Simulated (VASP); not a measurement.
# ZnO (P6_3/mmc) in VASP: Born charges and dielectric tensor with PBE

Aim: the Born charges and dielectric tensor of ZnO with PBE.

Program: VASP 6.6.1. These are calculated values, not measurements. Logs are shortened: lines on timing, memory, paths and dates and some standing lists are left out, and cuts for length are marked.

## 1. The crystal as given

The structure is hexagonal, space group P6_3/mmc (No. 194). The conventional cell has a = 3.443 Å, b = 3.443 Å, c = 4.437 Å, α = 90.00°, β = 90.00°, γ = 120.00°. Zn (site symmetry -6m2) has 5 O at 1.99 to 2.22 Å as nearest neighbours. O (site symmetry -6m2) has 5 Zn at 1.99 to 2.22 Å as nearest neighbours.

Measurements of this composition are mostly on another form, of space group No. 186.

## 2. Born charges and dielectric tensor, PBE

The input, INCAR:

```
SYSTEM = ZnO
PREC = Accurate
ENCUT = 520
EDIFF = 1E-8
ISMEAR = 0
SIGMA = 0.02
LREAL = .False.
LASPH = .True.
NELM = 80
ALGO = Normal
ISIF = 2
LWAVE = .False.
LCHARG = .False.
GGA = PE
LEPSILON = .True.
IBRION = 8
NSW = 1
```

The input, KPOINTS:

```
Automatic mesh
0
Gamma
  3 3 1
  0 0 0
```

The input, POSCAR:

```
ZnO                                     
1.0
    3.4430210054     -0.0000000000     -0.0000000000
   -1.7215105027      2.9817436532      0.0000000000
   -0.0000000000      0.0000000000      4.4370501534
  Zn              O             
     2     2
Direct
     0.3333333300000021    0.6666666699999979    0.4395590910688502
     0.6666666699999979    0.3333333300000021    0.9395590910688503
     0.6666666699999979    0.3333333300000021    0.4394509089311507
     0.3333333300000021    0.6666666699999979    0.9394509089311507
```

Potentials or basis: VASP PAW PBE potentials, release 64 (Zn, O).

Command:

```console
$ cat potpaw_PBE.64/Zn/POTCAR potpaw_PBE.64/O/POTCAR > POTCAR
$ mpirun -np 4 vasp_std > vasp.out
```

OUTCAR:

```text
SYSTEM = ZnO
   PREC = Accurate
   ENCUT = 520
   EDIFF = 1E-8
   ISMEAR = 0
   LREAL = .False.
   LASPH = .True.
   NELM = 80
   ISIF = 2
   GGA = PE
   LEPSILON = .True.
   IBRION = 8
   NSW = 1

 ion  position               nearest neighbor table
   1  0.333  0.667  0.440-   3 1.99   3 1.99   3 1.99   4 2.22   4 2.22   2 2.98   2 2.98   2 2.98
                             2 2.98   2 2.98   2 2.98
   2  0.667  0.333  0.940-   4 1.99   4 1.99   4 1.99   3 2.22   3 2.22   1 2.98   1 2.98   1 2.98
                             1 2.98   1 2.98   1 2.98
   3  0.667  0.333  0.439-   1 1.99   1 1.99   1 1.99   2 2.22   2 2.22
   4  0.333  0.667  0.939-   2 1.99   2 1.99   2 1.99   1 2.22   1 2.22

  LATTYP: Found a hexagonal cell.
 ALAT       =     3.4430210054
 C/A-ratio  =     1.2887084181

  Lattice vectors:

 A1 = (   3.4430210054,   0.0000000000,   0.0000000000)
 A2 = (  -1.7215105027,   2.9817436532,   0.0000000000)
 A3 = (   0.0000000000,   0.0000000000,   4.4370501534)

Analysis of symmetry for initial positions (statically):
=====================================================================
 Subroutine PRICEL returns:
 Original cell was already a primitive cell.

 Routine SETGRP: Setting up the symmetry group for a
 hexagonal supercell.

 Subroutine GETGRP returns: Found 12 space group operations
 (whereof  6 operations were pure point group operations)
 out of a pool of 24 trial point group operations.

The static configuration has the point symmetry C_3v.
 The point group associated with its full space group is C_6v.

Analysis of symmetry for dynamics (positions and initial velocities):
=====================================================================
 Subroutine PRICEL returns:
 Original cell was already a primitive cell.

 Routine SETGRP: Setting up the symmetry group for a
 hexagonal supercell.

[... 336 lines left out ...]
 ion    1
    1     3.18991    -0.00000     0.00000
    2     0.00000     3.18991     0.00000
    3     0.00000     0.00000     1.87029
 ion    2
    1     3.18991     0.00000     0.00000
    2     0.00000     3.18991     0.00000
    3     0.00000     0.00000     1.87029
 ion    3
    1    -3.18991     0.00000     0.00000
    2    -0.00000    -3.18991     0.00000
    3     0.00000     0.00000    -1.87029
 ion    4
    1    -3.18991    -0.00000     0.00000
    2     0.00000    -3.18991     0.00000
    3     0.00000     0.00000    -1.87029

 INTERNAL STRAIN TENSOR FOR ION    4 for displacements in x,y,z  (eV/Angst):
          X           Y           Z          XY          YZ          ZX
  --------------------------------------------------------------------------------
  x     0.00000    -0.00000    -0.00000    -8.97643    -0.00000     0.00581
  y    -8.97643     8.97643     0.00000     0.00000     0.00601     0.00000
  z     0.00190     0.00190    -0.01697     0.00000     0.00000     0.00000

 SECOND DERIVATIVES (NOT SYMMETRIZED)
 ------------------------------------
               1X          1Y          1Z          2X          2Y          2Z          3X          3Y          3Z          4X          4Y          4Z
  1X   -11.615944    0.000000    0.000000    0.670589   -0.000000    0.000000    8.146390    0.000000   -0.000000    2.798965    0.000000    0.000000
  1Y    -0.000000  -11.615944    0.000000    0.000000    0.670589    0.000000    0.000000    8.146390    0.000000    0.000000    2.798965    0.000000
  1Z     0.000000    0.000000   -5.819830    0.000000    0.000000    4.647898    0.000000    0.000000   -0.037624    0.000000    0.000000    1.209555
  2X     0.670589   -0.000000   -0.000000  -11.615944    0.000000    0.000000    2.798965    0.000000   -0.000000    8.146390    0.000000    0.000000
  2Y     0.000000    0.670589   -0.000000    0.000000  -11.615944    0.000000    0.000000    2.798965    0.000000    0.000000    8.146390    0.000000
  2Z     0.000000   -0.000000    4.647898    0.000000   -0.000000   -5.819830   -0.000000   -0.000000    1.209555    0.000000    0.000000   -0.037624
  3X     8.142791   -0.000000    0.000000    2.769906   -0.000000   -0.000000  -11.179686   -0.000000    0.000000    0.266989   -0.000000    0.000000
  3Y    -0.000000    8.142791    0.000000    0.000000    2.769906    0.000000    0.000000  -11.179686    0.000000   -0.000000    0.266989    0.000000
  3Z     0.000000    0.000000   -0.062044    0.000000   -0.000000    1.260218    0.000000   -0.000000   -4.276413    0.000000    0.000000    3.078239
  4X     2.769906   -0.000000    0.000000    8.142791    0.000000    0.000000    0.266989   -0.000000    0.000000  -11.179686   -0.000000    0.000000
  4Y     0.000000    2.769906    0.000000    0.000000    8.142791   -0.000000   -0.000000    0.266989    0.000000   -0.000000  -11.179686    0.000000
  4Z     0.000000    0.000000    1.260218   -0.000000    0.000000   -0.062044   -0.000000    0.000000    3.078239   -0.000000    0.000000   -4.276413

 Eigenvectors and eigenvalues of the dynamical matrix
 ----------------------------------------------------

   1 f  =   14.408356 THz    90.530371 2PiTHz  480.611022 cm-1    59.588145 meV
             X         Y         Z           dx          dy          dz
     -0.000000  1.987829  1.950346     0.313892   -0.000000   -0.000000
      1.721511  0.993915  4.168871     0.313892   -0.000000   -0.000000
      1.721511  0.993915  1.949866    -0.633618    0.000000    0.000000
     -0.000000  1.987829  4.168391    -0.633618    0.000000   -0.000000
[... 71 lines left out ...]
  12 f/i=    0.020817 THz     0.130797 2PiTHz    0.694381 cm-1     0.086092 meV
             X         Y         Z           dx          dy          dz
     -0.000000  1.987829  1.950346     0.000000   -0.000000   -0.635169
      1.721511  0.993915  4.168871     0.000000   -0.000000   -0.635169
      1.721511  0.993915  1.949866     0.000000   -0.000000   -0.310743
     -0.000000  1.987829  4.168391     0.000000   -0.000000   -0.310743

--------------------------------------------------------------------------------------------------------

 MACROSCOPIC STATIC DIELECTRIC TENSOR IONIC CONTRIBUTION
 ------------------------------------------------------
           7.397203     0.000000    -0.000000
           0.000000     7.397203    -0.000000
          -0.000000    -0.000000    23.450053
 ------------------------------------------------------

 ELASTIC MODULI CONTR FROM IONIC RELAXATION (kBar)
 Direction    XX          YY          ZZ          XY          YZ          ZX
 --------------------------------------------------------------------------------
 XX        -681.6422    681.6421     -0.0034      0.0000      0.0000      0.0000
 YY         681.6421   -681.6422     -0.0034     -0.0000     -0.0000     -0.0000
 ZZ          -0.0034     -0.0034     -0.2070      0.0000      0.0000      0.0000
 XY           0.0000     -0.0000      0.0000   -681.6421      0.0000     -0.0000
 YZ           0.0000     -0.0000      0.0000      0.0000     -0.0000      0.0000
 ZX           0.0000     -0.0000      0.0000     -0.0000      0.0000     -0.0000
 --------------------------------------------------------------------------------

 PIEZOELECTRIC TENSOR IONIC CONTR  for field in x, y, z        (C/m^2)
          XX          YY          ZZ          XY          YZ          ZX
  --------------------------------------------------------------------------------
  x     0.00000    -0.00000    -0.00000     0.00000    -0.00000    -0.00046
  y    -0.00000     0.00000    -0.00000     0.00000    -0.00046     0.00000
  z     0.00108     0.00108     0.06556    -0.00000    -0.00000    -0.00000
```

OSZICAR:

```text
N       E                     dE             d eps       ncg     rms          rms(c)
DAV:   1     0.283724560040E+03    0.28372E+03   -0.18316E+04   144   0.220E+03
DAV:   2     0.754956395230E+01   -0.27617E+03   -0.26484E+03   152   0.430E+02
DAV:   3    -0.209740275833E+02   -0.28524E+02   -0.28281E+02   184   0.143E+02
[... 12 lines left out ...]
RMM:  13    -0.373295886400E+00   -0.24735E-08   -0.23149E-07   245   0.658E-04    0.685E-07
RMM:  14    -0.373295888375E+00   -0.19749E-08   -0.29703E-07   206   0.652E-04    0.452E-07
RMM:  15    -0.373295891498E+00   -0.31234E-08   -0.27757E-07   205   0.651E-04    0.243E-07
RMM:  16    -0.373295893413E+00   -0.19150E-08   -0.31496E-07   198   0.651E-04    0.161E-07
RMM:  17    -0.373295893333E+00    0.80107E-10   -0.29516E-07   178   0.651E-04    0.136E-07
RMM:  18    -0.373295893294E+00    0.38566E-10   -0.29330E-07   173   0.653E-04    0.662E-08
 Linear response finished
```

Wall time 53 s (4 MPI ranks of Intel Xeon Platinum 8375C at 2.90GHz (Ice Lake), shared host); peak memory 0.13 GiB.

What came out:

```
Band gap on the k mesh                                  : 1.14 eV, direct
Electronic dielectric tensor (diagonal)                 : 27.48, 27.48, 11.21
Born charges (mean of the diagonal)                     : Zn +2.75; O -2.75 e
Highest phonon frequency at Γ, LO-TO splitting left out : 481 cm⁻¹
```

Phonon frequencies in cm⁻¹ (negative: imaginary):
| q point | frequencies |
| --- | --- |
| (0.000, 0.000, 0.000) | -1 0 0 159 195 195 205 356 456 456 481 481 |

Electronic dielectric tensor:
```
27.48  0.00  0.00
 0.00 27.48  0.00
 0.00  0.00 11.21
```

Born effective charge tensors (e):
atom 1, Zn
```
3.19 0.00 0.00
0.00 3.19 0.00
0.00 0.00 1.87
```
atom 2, Zn
```
3.19 0.00 0.00
0.00 3.19 0.00
0.00 0.00 1.87
```
atom 3, O
```
-3.19  0.00  0.00
 0.00 -3.19  0.00
 0.00  0.00 -1.87
```
atom 4, O
```
-3.19  0.00  0.00
 0.00 -3.19  0.00
 0.00  0.00 -1.87
```

Caveat: the k mesh is coarse (spacing up to 1.42 Å⁻¹), so the values aren't converged.
